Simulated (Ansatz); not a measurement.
Zincblende BeS at its r2SCAN geometry, run in Ansatz at 2 levels of theory. Calculated for a static, non-magnetic cell.

The r2SCAN input:
```yaml
crystal:
  lattice:
    - [0.0, 2.4343062282, 2.4343062282]
    - [2.4343062282, 0.0, 2.4343062282]
    - [2.4343062282, 2.4343062282, 0.0]
  atoms:
    - { symbol: Be, position: [0.0, 0.0, 0.0] }
    - { symbol: S, position: [0.25, 0.25, 0.25] }
kpoints:
  mp_grid: { grid: [10, 10, 10] }
  band_path:
    path:
      - [0.0, 0.0, 0.0]
      - [-0.5, -0.5, 0.0]
      - [-0.375, -0.375, 0.25]
      - [-0.375, 0.0, 0.375]
      - [0.0, 0.0, 0.5]
      - [-0.5, -0.25, 0.25]
      - [0.0, 0.5, 0.5]
      - [-0.0375, 0.0, 0.0375]
    npoints: 1
hamiltonian:
  xc: r2scan
scf:
  occupations: { method: fixed }
  n_extra_bands: 4
output:
  forces: true
  stress: true
  eigenvalues: true
  write_density: true
  write_potential: true
  elf: true
  volumetric_format: npy
```

Main results, then, where recorded, the levels near the gap in eV from the Fermi energy (columns number the bands from 0), one row a point of the path (Γ, X, U, K, L, W, X, K–Γ (0.90)):
```
Crystal: 2 atoms, lattice volume = 28.851 Å³
Symmetry: 24 space group operations
Space group: F-43m (ITA 216)
```
```
Basis set: ecut = 500 eV, 725 PW (Γ)
k-points: 47 of 1000 (time reversal used)
SCF 1 converged in 6 iterations: F = -1001.596293 eV  dr2 = 4.51e-9
Free energy (F): -1001.596293 eV
Fermi energy:    4.998620 eV
--- Stress (GPa, compression-positive) ---
       -0.001791       0.000000       0.000000
        0.000000      -0.001791       0.000000
        0.000000       0.000000      -0.001791
  P = ⅓ Tr σ = -0.0018 GPa (-0.018 kbar)
```
```tsv
band_0	band_1	band_2	band_3	band_4	band_5	band_6
-14.221	0.000	0.000	0.000	6.234	6.234	6.234
-12.012	-5.136	-2.676	-2.676	3.589	5.364	13.704
-12.027	-4.660	-4.137	-2.216	4.849	8.041	11.310
-12.027	-4.660	-4.137	-2.216	4.849	8.041	11.310
-12.574	-5.890	-1.043	-1.043	6.033	7.109	7.109
-11.960	-4.361	-3.917	-3.355	6.942	8.679	9.199
-12.012	-5.136	-2.676	-2.676	3.589	5.364	13.704
-14.176	-0.299	-0.123	-0.017	6.225	6.287	6.394
```

The r2SCAN gap is indirect, 3.59 eV (Γ to X), below the direct gap of 6.23 eV at Γ.

Question: Another run on the same cell gave
```
Basis set: ecut = 420 eV, 537 PW (Γ)
k-points: 16 of 216 (time reversal used)
SCF 1 stopped early in 2 iterations: F = -996.958658 eV  dr2 = 2.17e-5
SCF 2 stopped early in 5 iterations: F = -997.770587 eV  dr2 = 8.45e-7
hybrid outer 1: dexx = +1.604e-3 eV, tail = 2.91e-6 eV
SCF 3 converged in 2 iterations: F = -997.770585 eV  dr2 = 6.63e-9
hybrid outer 2: dexx = +1.639e-8 eV, tail = 1.36e-8 eV, Δε = 1.05e-3 eV
Free energy (F): -997.770585 eV
Fermi energy:    4.560723 eV
--- Stress (GPa, compression-positive) ---
       -0.916090       0.000000       0.000000
        0.000000      -0.916090       0.000000
        0.000000       0.000000      -0.916090
  P = ⅓ Tr σ = -0.9161 GPa (-9.161 kbar)
```
```tsv
band_0	band_1	band_2	band_3	band_4	band_5	band_6
-14.999	0.000	0.000	0.000	6.874	6.874	6.874
-12.662	-5.475	-2.835	-2.835	4.085	5.975	14.400
-12.677	-4.969	-4.378	-2.346	5.395	8.703	12.025
-12.677	-4.969	-4.378	-2.346	5.395	8.703	12.025
-13.254	-6.275	-1.106	-1.106	6.568	7.773	7.773
-12.605	-4.656	-4.140	-3.543	7.552	9.309	9.768
-12.662	-5.475	-2.835	-2.835	4.085	5.975	14.400
-14.952	-0.315	-0.128	-0.018	6.786	6.929	7.035
```
Which level of theory gave it?

Answer: It is HSE06, judged by the exchange loop and the size of the gap (a near hybrid could fit too), on 6×6×6; the blocks that differ from the first input, but for the band path:
```yaml
kpoints:
  mp_grid: { grid: [6, 6, 6] }
hamiltonian:
  xc: hse06
```
HSE06 gives an indirect gap of 4.09 eV, from Γ to X; the least direct gap is 6.80 eV at K–Γ (0.90 of the way from K). The mean pressure is -0.9 GPa (compression positive), so HSE06 would shrink the cell's volume. (The program warns that its thresholds are loose for a hybrid's stress.)

The hybrids run on coarser meshes, which limits their stresses and small splittings of levels.

Totals of different functionals can't be compared.
